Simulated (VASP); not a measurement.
# Input and output of a VASP PBE single-point calculation on SrO (strained rocksalt)

INCAR

```
SIGMA = 0.02
LCHARG = .TRUE.
ENCUT = 520
NELM = 120
IBRION = -1
LWAVE = .FALSE.
LELF = .TRUE.
ISIF = 2
EDIFF = 1E-7
PREC = Accurate
NBANDS = 15
NSW = 0
LASPH = .TRUE.
GGA = PE
ISMEAR = -1
LREAL = .FALSE.
```

KPOINTS

```
KPOINTS created by Atomic Simulation Environment
0
Gamma
8 8 8
0 0 0
```

KPOINTS_OPT

```
special points
7
Reciprocal
0.0000000000 0.0000000000 0.0000000000 1
0.5000000000 0.0000000000 0.5000000000 1
0.6250000000 0.2500000000 0.6250000000 1
0.3750000000 0.3750000000 0.7500000000 1
0.5000000000 0.5000000000 0.5000000000 1
0.5000000000 0.2500000000 0.7500000000 1
0.0000000000 0.5000000000 0.5000000000 1
```

POSCAR

```
Sr O
 1.0000000000000000
     0.0000000000000000    2.4766966328000000    2.4766966328000000
     2.4766966328000000    0.0000000000000000    2.4766966328000000
     2.4766966328000000    2.4766966328000000    0.0000000000000000
 Sr  O
   1   1
Cartesian
  0.0000000000000000  0.0000000000000000  0.0000000000000000
  2.4766966328000000  2.4766966328000000  2.4766966328000000
```

VASP ran with the recommended PBE PAW datasets (16 valence electrons in the cell).

Command

```
mpirun -np 1 vasp_std
```

OSZICAR

```
N       E                     dE             d eps       ncg     rms          rms(c)
DAV:   1     0.692001630283E+02    0.69200E+02   -0.85709E+03   870   0.105E+03
DAV:   2    -0.111813080795E+02   -0.80381E+02   -0.73593E+02  1200   0.225E+02
DAV:   3    -0.140249590759E+02   -0.28437E+01   -0.28307E+01  1089   0.384E+01
DAV:   4    -0.140739248982E+02   -0.48966E-01   -0.48957E-01  1084   0.503E+00
DAV:   5    -0.140754739342E+02   -0.15490E-02   -0.15490E-02  1093   0.679E-01    0.207E+01
DAV:   6    -0.119308934220E+02    0.21446E+01   -0.63010E+00   891   0.206E+01    0.242E+01
DAV:   7    -0.118268831858E+02    0.10401E+00   -0.23653E-01  1109   0.451E+00    0.141E+01
DAV:   8    -0.118154838590E+02    0.11399E-01   -0.10024E-01  1164   0.311E+00    0.915E-01
DAV:   9    -0.118172491613E+02   -0.17653E-02   -0.48047E-03  1171   0.480E-01    0.227E-01
DAV:  10    -0.118177636869E+02   -0.51453E-03   -0.49964E-04   926   0.194E-01    0.444E-02
DAV:  11    -0.118178453052E+02   -0.81618E-04   -0.81658E-05   961   0.690E-02    0.297E-02
DAV:  12    -0.118178587218E+02   -0.13417E-04   -0.18654E-05   919   0.333E-02    0.804E-03
DAV:  13    -0.118178588391E+02   -0.11724E-06   -0.66528E-07  1024   0.732E-03    0.363E-03
DAV:  14    -0.118178586695E+02    0.16957E-06   -0.70096E-08   890   0.209E-03    0.211E-03
DAV:  15    -0.118178586845E+02   -0.14975E-07   -0.66307E-09   498   0.599E-04
   1 F= -.11817859E+02 E0= -.11817859E+02  d E =-.734846E-13
       N       E                     dE             ncg
DAV:   1    -0.131650310070E+03   -0.41782E+04      210
DAV:   2    -0.651487395393E+03   -0.51984E+03      273
DAV:   3    -0.669487381880E+03   -0.18000E+02      304
DAV:   4    -0.669766921398E+03   -0.27954E+00      247
DAV:   5    -0.669769824552E+03   -0.29032E-02      295
DAV:   6    -0.669769899344E+03   -0.74791E-04      239
DAV:   7    -0.669769901497E+03   -0.21538E-05      249
DAV:   8    -0.669769901560E+03   -0.62289E-07      191
```

From OUTCAR

```
k-points           NKPTS =     29   k-points in BZ     NKDIM =     29   number of bands    NBANDS=     15

   NELECT =      16.0000    total number of electrons

   dimension x,y,z NGX =    28 NGY =   28 NGZ =   28
   dimension x,y,z NGXF=    56 NGYF=   56 NGZF=   56

  energy-cutoff  :      520.00
  volume of cell :       30.38
      direct lattice vectors                 reciprocal lattice vectors
     0.000000000  2.476696633  2.476696633    -0.201881810  0.201881810  0.201881810
     2.476696633  0.000000000  2.476696633     0.201881810 -0.201881810  0.201881810
     2.476696633  2.476696633  0.000000000     0.201881810  0.201881810 -0.201881810

 k-points in reciprocal lattice and weights: KPOINTS created by Atomic Simulation Env
   0.00000000  0.00000000  0.00000000       0.002
   0.12500000  0.00000000  0.00000000       0.016
   0.25000000  0.00000000  0.00000000       0.016
   0.37500000  0.00000000  0.00000000       0.016
   0.50000000  0.00000000  0.00000000       0.008
   0.12500000  0.12500000  0.00000000       0.012
   0.25000000  0.12500000  0.00000000       0.047
   0.37500000  0.12500000  0.00000000       0.047
   ...

 E-fermi :   2.7660

 k-point     1 :       0.0000    0.0000    0.0000
  band No.  band energies     occupation
      1     -29.8020      2.00000
      2     -12.9975      2.00000
      3     -11.2931      2.00000
      4     -11.2931      2.00000
      5     -11.2931      2.00000
      6       2.2333      2.00000
      7       2.2333      2.00000
      8       2.2333      2.00000
      9       7.0766      0.00000
     10       8.6713      0.00000
     11       8.6713      0.00000
     12       8.6713      0.00000
     13      11.1046      0.00000
     14      11.1046      0.00000
     15      15.4874      0.00000

 k-point     2 :       0.1250    0.0000    0.0000
  band No.  band energies     occupation
      1     -29.7697      2.00000
      2     -13.3839      2.00000
      3     -11.3086      2.00000
      4     -11.3086      2.00000
      5     -10.9806      2.00000
      6       1.7520      2.00000
      7       1.9895      2.00000
      8       1.9895      2.00000
      9       7.8122      0.00000
     10       8.5209      0.00000
     11       9.0184      0.00000
     12       9.0184      0.00000
     13      11.5962      0.00000
     14      11.5962      0.00000
     15      16.6077      0.00000

 k-point     3 :       0.2500    0.0000    0.0000
  band No.  band energies     occupation
      1     -29.6906      2.00000
      2     -14.0540      2.00000
      3     -11.3453      2.00000
      4     -11.3453      2.00000
      5     -10.4907      2.00000
      6       0.8442      2.00000
      7       1.4709      2.00000
      8       1.4709      2.00000
      9       8.5287      0.00000
     10       9.4243      0.00000
     11       9.9659      0.00000
     12       9.9659      0.00000
     13      12.8090      0.00000
     14      12.8090      0.00000
     15      18.9299      0.00000

 k-point     4 :       0.3750    0.0000    0.0000
  band No.  band energies     occupation
      1     -29.6095      2.00000
      2     -14.5773      2.00000
      3     -11.3810      2.00000
      4     -11.3810      2.00000
      5     -10.1480      2.00000
      6       0.1121      2.00000
      7       1.0233      2.00000
      8       1.0233      2.00000
      9       8.9591      0.00000
     10      10.9888      0.00000
     11      11.1447      0.00000
     12      11.1447      0.00000
     13      14.2813      0.00000
     14      14.2813      0.00000
     15      19.2592      0.00000

 k-point     5 :       0.5000    0.0000    0.0000
  band No.  band energies     occupation
      1     -29.5753      2.00000
      2     -14.7714      2.00000
      3     -11.3955      2.00000
      4     -11.3955      2.00000
      5     -10.0288      2.00000
      6      -0.1610      2.00000
      7       0.8535      2.00000
      8       0.8535      2.00000
      9       9.2772      0.00000
     10      11.6271      0.00000
     11      11.7349      0.00000
     12      11.7349      0.00000
     13      15.2707      0.00000
     14      15.2707      0.00000
     15      18.7749      0.00000

 k-point     6 :       0.1250    0.1250    0.0000
  band No.  band energies     occupation
      1     -29.7592      2.00000
      2     -13.4238      2.00000
      3     -11.3715      2.00000
      4     -11.3715      2.00000
      5     -10.8828      2.00000
      6       1.3589      2.00000
      7       2.1645      2.00000
      8       2.1645      2.00000
      9       7.8585      0.00000
     10       7.9030      0.00000
     11       9.4263      0.00000
     12       9.4263      0.00000
     13      11.3443      0.00000
     14      12.1149      0.00000
     15      16.9333      0.00000

 k-point     7 :       0.2500    0.1250    0.0000
  band No.  band energies     occupation
      1     -29.6962      2.00000
      2     -13.8625      2.00000
      3     -11.4416      2.00000
      4     -11.4122      2.00000
      5     -10.6222      2.00000
      6       0.8163      2.00000
      7       1.8013      2.00000
      8       1.9093      2.00000
      9       7.6172      0.00000
     10       8.9138      0.00000
     11      10.2400      0.00000
     12      10.3760      0.00000
     13      12.0519      0.00000
     14      13.1430      0.00000
     15      18.8674      0.00000

 k-point     8 :       0.3750    0.1250    0.0000
  band No.  band energies     occupation
      1     -29.6161      2.00000
      2     -14.3453      2.00000
      3     -11.4779      2.00000
      4     -11.4696      2.00000
      5     -10.3906      2.00000
      6       0.4366      2.00000
      7       1.2300      2.00000
      8       1.4386      2.00000
      9       8.0797      0.00000
     10      10.1297      0.00000
     11      11.4287      0.00000
     12      11.4723      0.00000
     13      13.5037      0.00000
     14      14.2161      0.00000
     15      19.4262      0.00000

 k-point     9 :       0.5000    0.1250    0.0000
  band No.  band energies     occupation
      1     -29.5661      2.00000
      2     -14.6179      2.00000
      3     -11.5582      2.00000
      4     -11.4602      2.00000
      5     -10.2416      2.00000
      6       0.1783      2.00000
      7       1.0307      2.00000
      8       1.0502      2.00000
      9       8.9774      0.00000
     10      10.3624      0.00000
     11      11.9766      0.00000
     12      12.5932      0.00000
     13      14.9579      0.00000
     14      15.2793      0.00000
     15      17.9241      0.00000

 k-point    10 :      -0.3750    0.1250    0.0000
  band No.  band energies     occupation
      1     -29.5773      2.00000
      2     -14.5754      2.00000
      3     -11.6151      2.00000
      4     -11.3987      2.00000
      5     -10.2144      2.00000
      6       0.1477      2.00000
      7       0.9215      2.00000
      8       1.2794      2.00000
      9       9.0499      0.00000
     10      10.3452      0.00000
     11      11.3494      0.00000
     12      12.2961      0.00000
     13      14.8129      0.00000
     14      15.1398      0.00000
     15      18.0263      0.00000

 k-point    11 :      -0.2500    0.1250    0.0000
  band No.  band energies     occupation
      1     -29.6425      2.00000
      2     -14.2423      2.00000
      3     -11.5856      2.00000
      4     -11.3283      2.00000
      5     -10.3523      2.00000
      6       0.4806      2.00000
      7       1.1042      2.00000
      8       1.7362      2.00000
      9       8.4083      0.00000
     10       9.8054      0.00000
     11      10.1697      0.00000
     12      11.2528      0.00000
     13      13.3865      0.00000
     14      13.8140      0.00000
     15      19.6923      0.00000

 k-point    12 :      -0.1250    0.1250    0.0000
  band No.  band energies     occupation
      1     -29.7220      2.00000
      2     -13.7606      2.00000
      3     -11.4587      2.00000
      4     -11.2906      2.00000
      5     -10.6598      2.00000
      6       1.1115      2.00000
      7       1.5304      2.00000
      8       2.0705      2.00000
      9       8.2270      0.00000
     10       8.6095      0.00000
     11       9.2812      0.00000
     12      10.0889      0.00000
     13      12.0319      0.00000
     14      12.5898      0.00000
     15      18.1155      0.00000

 k-point    13 :       0.2500    0.2500    0.0000
  band No.  band energies     occupation
      1     -29.6562      2.00000
      2     -13.8247      2.00000
      3     -11.5575      2.00000
      4     -11.5575      2.00000
      5     -10.8160      2.00000
      6       0.7523      2.00000
      7       2.1154      2.00000
      8       2.1154      2.00000
      9       6.6299      0.00000
     10       9.1015      0.00000
     11      11.2857      0.00000
     12      11.2857      0.00000
     13      11.9908      0.00000
     14      13.6470      0.00000
     15      20.1645      0.00000

 ...

  Total        3.3433026      3.3433026      3.3433026      0.0000000     -0.0000000      0.0000000
  in kB      176.2941237    176.2941237    176.2941237      0.0000000     -0.0000000      0.0000000
  external PRESSURE =     176.2941237 kB  Pullay stress =       0.0000000 kB

 POSITION                                       TOTAL-FORCE (eV/Angst)
 -----------------------------------------------------------------------------------
      0.00000      0.00000      0.00000        -0.000000      0.000000     -0.000000
      2.47670      2.47670      2.47670         0.000000     -0.000000      0.000000
 -----------------------------------------------------------------------------------
    total drift:                                0.000000      0.000000      0.000000

  FREE ENERGIE OF THE ION-ELECTRON SYSTEM (eV)
  ---------------------------------------------------
  free  energy   TOTEN  =       -11.8178586845 eV

  energy  without entropy=      -11.8178586845  energy(sigma->0) =      -11.81785868
```

* gap between bands v and c: 3.16 eV
* least direct gap: 3.16 eV
* pressure: 17.6 GPa

Band v is the last that the valence electrons fill when counted band by band, and c is the next.

The run took about 15 s on one core of a shared host (Intel Xeon Platinum 8488C) and held 0.16 GiB at most.
